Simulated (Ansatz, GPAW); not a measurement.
This is a calculation of Sb for GPAW 26.7.0 (ASE script). This isn't the form of Sb at room conditions, which is rhombohedral.

run.py

```python
from ase import Atoms
from ase.dft.bandgap import bandgap
from ase.io import write
from ase.units import GPa
from gpaw import GPAW, PW, setup_paths

setup_paths.insert(0, '.')

atoms = Atoms(['Sb'],
              cell=[[-1.5765401831, 1.5765401831, 2.7119384313],
                    [1.5765401831, -1.5765401831, 2.7119384313],
                    [1.5765401831, 1.5765401831, -2.7119384313]],
              scaled_positions=[[0.0, 0.0, 0.0]],
              pbc=True)

calc = GPAW(mode=PW(600),
            xc='PBEsol',
            kpts={'size': (12, 12, 12), 'gamma': True},
            occupations={'name': 'fermi-dirac', 'width': 0.05},
            nbands=15,
            convergence={'density': 1e-05, 'energy': 1e-05},
            maxiter=150,
            txt='gpaw.txt')
atoms.calc = calc
energy = atoms.get_potential_energy()
forces = atoms.get_forces()
stress = atoms.get_stress()
calc.write('gs.gpw')
write('result.traj', atoms)
print(f'Energy: {energy:.6f} eV')
print('Forces (eV/A):')
print(forces.round(4))
print('Stress (GPa):', (stress / GPa).round(3))
print('Fermi level:', round(calc.get_fermi_level(), 4), 'eV')
print(f'Gap: {bandgap(calc)[0]:.4f} eV, direct: {bandgap(calc, direct=True)[0]:.4f} eV')
```

Potentials or basis: PAW data sets generated in the run's folder for this functional, pw.

Command:

```sh
$ gpaw-setup -f PBEsol Sb
$ OMP_NUM_THREADS=1 python run.py
```

Translate it to Ansatz 0.2.0. Potentials or basis there: all-electron LAPW, scalar-relativistic.

As run (cutoffs and basis follow the program's own potentials, and thresholds, step limits or extra output files can differ):

Contents of input.yaml:

```yaml
crystal:
  lattice:
    - [-1.5765401831, 1.5765401831, 2.7119384313]
    - [1.5765401831, -1.5765401831, 2.7119384313]
    - [1.5765401831, 1.5765401831, -2.7119384313]
  atoms:
    - { symbol: Sb, position: [0.0, 0.0, 0.0] }
kpoints:
  mp_grid: { grid: [12, 12, 12] }
scf:
  occupations: { method: fermi_dirac, width: 0.05 }
hamiltonian:
  xc: pbesol
  pseudopotentials: { kind: all_electron, lapw: { basis_error: 0.001 } }
output:
  forces: true
  stress: true
  eigenvalues: true
  populations: true
```

Potentials or basis: all-electron LAPW, scalar-relativistic.

Run with:

```sh
$ ansatz run input.yaml --threads 1 --pin off --max-ram 3072MiB --backend cpu --events-out ev --progress --plain --runs-dir out
```

Both were run:

|  | GPAW | Ansatz |
| --- | --- | --- |
| Pressure | -1.6 GPa | -1.3 GPa |

Where Ansatz's input types no cutoff or centring, it takes its own default and a Γ-centred mesh.

Pressure is positive in compression.
